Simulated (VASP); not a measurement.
Write the native input for VASP 6.6.1 that does the following.

| Property | Result |
| --- | --- |
| Task | relaxation of cell and atoms |
| Functional | PBE |
| Potentials or basis | VASP PAW PBE potentials, release 64 (Mg, Sn_d) |
| Cutoff | 600 eV |
| k mesh | 10 × 10 × 10 |
| Occupations | gaussian, width 0.03 eV |
| Spin | no spin polarisation |
| Further INCAR settings | ALGO = Normal; EDIFF = 1e-07; IBRION = 2; EDIFFG = -0.005; NSW = 90; ISIF = 3 |

The structure of Mg2Sn lies in POSCAR:

```
Mg2Sn                                   
1.0
    0.0000000000      3.4056956176      3.4056956176
    3.4056956176     -0.0000000000      3.4056956176
    3.4056956176      3.4056956176     -0.0000000000
  Mg              Sn            
     2     1
Direct
     0.2500000000000000    0.2500000000000000    0.2500000000000000
     0.7500000000000000    0.7500000000000000    0.7500000000000000
     1.0000000000000000    1.0000000000000000    0.0000000000000000
```

One way to write it, as run:

INCAR

```
PREC = Accurate
ENCUT = 600
EDIFF = 1E-7
ISMEAR = 0
SIGMA = 0.03
LREAL = False
LASPH = True
NELM = 80
ALGO = Normal
ISIF = 3
LWAVE = False
LCHARG = False
GGA = PE
IBRION = 2
NSW = 90
EDIFFG = -0.005
KPAR = 2
```

KPOINTS

```
Automatic mesh
0
Gamma
  10 10 10
```

Potentials or basis: VASP PAW PBE potentials, release 64 (Mg, Sn_d).

Run with:

```console
$ cat potpaw_PBE.64/Mg/POTCAR potpaw_PBE.64/Sn_d/POTCAR > POTCAR
$ mpirun -np 2 vasp_std > vasp.out
```

It gave:

```
Relaxed volume                         : 26.31 Å³/atom
Relaxed cell                           : a = 4.815 Å, b = 4.815 Å, c = 4.815 Å, α = 60.00°, β = 60.00°, γ = 60.00°
Space group after relaxing (to 0.05 Å) : Fm-3m (No. 225)
Energy gained by relaxing              : 0.0 meV/atom
Ionic steps                            : 2
Pressure after relaxing                : 0.0 GPa
Band gap on the k mesh                 : none (metal or under the smearing width)
```

Caveat: this crystal is a semiconductor, whose small gap the functional closes, so the metal is an error of the method.

Wall time 34 s on 2 MPI ranks on Intel(R) Xeon(R) Platinum 8375C CPU @ 2.90GHz (Ice Lake) (shared host), peak memory 0.28 GiB a rank.
